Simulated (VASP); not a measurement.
A run of VASP 6.6.1:

Contents of INCAR:

```
  PREC = Accurate
  ENCUT = 600
  EDIFF = 1E-7
  ISMEAR = 0
  SIGMA = 0.1
  LREAL = F
  LASPH = T
  NELM = 60
  ALGO = Normal
  ISIF = 3
  LWAVE = F
  LCHARG = F
  METAGGA = R2SCAN
  LMIXTAU = T
  IBRION = 2
  NSW = 90
  EDIFFG = -0.005
```

File KPOINTS:

```
regular mesh
0
Gamma
  18 18 18
```

The input POSCAR:

```
Nb
1.0
   -1.6588161900      1.6588161900      1.6588161900
    1.6588161900     -1.6588161900      1.6588161900
    1.6588161900      1.6588161900     -1.6588161900
Nb
1
Direct
    0.0000000000      0.0000000000      0.0000000000
```

Potentials or basis: VASP PAW PBE potentials, release 64 (Nb_sv).

Launch:

```sh
$ cat potpaw_PBE.64/Nb_sv/POTCAR > POTCAR
$ mpirun -np 1 vasp_std > vasp.out
```

Hardware: 1 thread of Intel(R) Xeon(R) 6975P-C (Granite Rapids) (shared host).

**Question.** How long does it take, and how much memory?

**Answer.** It took 2.5 min on 1 thread of Intel(R) Xeon(R) 6975P-C (Granite Rapids), with other jobs on the host, peak memory 0.18 GiB. Counts: scf iterations 47, k points 195, ion steps 3.
